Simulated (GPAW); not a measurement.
Here is a GPAW 26.7.0 calculation.

File run.py:

```python
from ase.dft.bandgap import bandgap
from ase.io import write
from ase.spacegroup import crystal
from ase.units import GPa
from gpaw import GPAW, PW

# As 1b
atoms = crystal(['As'],
                basis=[[0.5, 0.5, 0.5]],
                spacegroup=221, setting=1,  # Pm-3m
                cellpar=[2.70368174, 2.70368174, 2.70368174, 90.0, 90.0, 90.0],
                primitive_cell=True)

calc = GPAW(mode=PW(450),
            xc='PBE',
            kpts={'size': (8, 8, 8), 'gamma': True},
            occupations={'name': 'fermi-dirac', 'width': 0.05},
            nbands=9,
            maxiter=120,
            txt='gpaw.txt')
atoms.calc = calc
energy = atoms.get_potential_energy()
forces = atoms.get_forces()
stress = atoms.get_stress()
calc.write('gs.gpw')
write('result.traj', atoms)
print(f'Energy: {energy:.6f} eV')
print('Forces (eV/A):')
print(forces.round(4))
print('Stress (GPa):', (stress / GPa).round(3))
print('Fermi level:', round(calc.get_fermi_level(), 4), 'eV')
print(f'Gap: {bandgap(calc)[0]:.4f} eV, direct: {bandgap(calc, direct=True)[0]:.4f} eV')
```

Potentials or basis: GPAW PAW data sets (gpaw-data 1.2.1), pw.

Launch:

```bash
$ OMP_NUM_THREADS=1 python run.py
```

**Question.** What does it give for the band gap on the k mesh?

**Answer.** None (metal or under the smearing width).

**Question.** Predict the pressure.

**Answer.** 3.4 GPa.

Caveat: the cutoff is short for stress and forces, so pressures can be off by a GPa or more.
